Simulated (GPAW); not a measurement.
# Zn in GPAW: convergence with plane-wave cutoff (eV)

Crystal: Zn.

```
CELL_PARAMETERS angstrom
0.00000 1.96478 1.96478
1.96478 0.00000 1.96478
1.96478 1.96478 0.00000
ATOMIC_POSITIONS crystal
Zn 0.00000 0.00000 0.00000
```

This isn't the form of Zn at room conditions, which is hcp.

| Property | Result |
| --- | --- |
| Program | GPAW 26.7.0 |
| Task | convergence study |
| Functional | LDA |
| Potentials or basis | the program's PAW data sets (release 1.2.1) made for this functional |
| Cutoff | 200 eV |
| Basis | pw |
| k mesh | 12 × 12 × 12 |
| Occupations | fermi-dirac, width 0.05 eV |
| Spin | no spin polarisation |

These are the settings of the first run; the series varies plane-wave cutoff (eV), with any setting tied to it.

Hardware: 1 thread of Intel(R) Xeon(R) Platinum 8488C (Sapphire Rapids), on a shared host.

```
plane-wave cutoff (eV)  energy less the tightest run, at zero smearing (meV/atom)  pressure (GPa)  SCF cycles  CPU time (s)  peak memory (GiB)
                   200                                                     365.63          -16.37           9           5.1               0.12
                   250                                                     313.14          -11.38           9           5.7               0.12
                   300                                                     210.02          -14.29           9           5.7               0.12
                   350                                                     103.16          -13.18           9           7.4               0.12
                   400                                                      41.17          -11.24           9           7.1               0.13
                   500                                                       3.75           -9.21           9           7.6               0.13
                   600                                                       0.17           -8.87           9            11               0.14
                   800                                                       0.01           -8.84           9            11               0.15
                  1000                                                       0.00           -8.84           9            19               0.16
```

Against the tightest run, the energy stays within 1 meV/atom from 600 on; the pressure stays within 0.1 GPa from 600 on. The tightest run that finished is the yardstick and may itself not be fully converged.
